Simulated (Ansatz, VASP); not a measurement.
# Hf in VASP and in Ansatz

The input INCAR:

```
ALGO = Normal
EDIFF = 1E-6
ENCUT = 520
GGA = CA
ISIF = 2
ISMEAR = -1
LASPH = T
LCHARG = F
LREAL = F
LWAVE = F
NBANDS = 22
NELM = 60
PREC = Accurate
SIGMA = 0.1
```

File KPOINTS:

```
k-points
0
Gamma
  9 9 12
```

File POSCAR:

```
Hf
1.0
    4.6553206937      0.0000000000      0.0000000000
   -2.3276603468      4.0316259835      0.0000000000
    0.0000000000      0.0000000000      2.9015692521
Hf
3
Direct
    1.0000000000      1.0000000000      1.0000000000
    0.3333333333      0.6666666667      0.5000000000
    0.6666666667      0.3333333333      0.5000000000
```

Input for Ansatz:

```yaml
crystal:
  lattice:
    - [4.6553206937, 0.0, 0.0]
    - [-2.3276603468, 4.0316259835, 0.0]
    - [0.0, 0.0, 2.9015692521]
  atoms:
    - { symbol: Hf, position: [1.0, 1.0, 1.0] }
    - { symbol: Hf, position: [0.3333333333, 0.6666666667, 0.5] }
    - { symbol: Hf, position: [0.6666666667, 0.3333333333, 0.5] }
hamiltonian:
  xc: lda
  pseudopotentials:
    kind: paw
    azcp:
      Hf: "pseudopotentials/Hf.paw.azcp"
basis:
  ecutwfc: 420
  fft_grid_basis: typed
kpoints:
  mp_grid: { grid: [9, 9, 12], shift: [0, 0, 0] }
magnetization:
  spin_polarized: false
scf:
  occupations: { method: fermi_dirac, width: 0.1 }
  lower_state_search: "off"
output:
  stress: true
```

Alike in both runs: task single point; functional LDA; k mesh 9 × 9 × 12; occupations fermi-dirac, width 0.1 eV; no spin polarisation.

```csv
,VASP,Ansatz
version,VASP 6.6.1,Ansatz 0.2.0
potentials or method,"VASP PAW LDA potentials, release 64 (Hf_pv)","plane waves (420 eV) with PAW, scalar-relativistic"
plane-wave cutoff (eV),520,420
valence electrons in the cell,30,78
```

```tsv
	VASP	Ansatz	Ansatz less VASP
pressure (GPa)	19.8	19.6	-0.20
largest component of the traceless stress (GPa)	0.37	0.16	-0.212
```

The two sets of potentials don't hold the same shells in valence. Ansatz warned: «pseudo_functional_mismatch».

Caveats: so large a pressure means that the cell lies far from this level's equilibrium, or that cutoff or potentials fall short (VASP). The runs have no spin-orbit coupling, so splittings on Hf are missing.
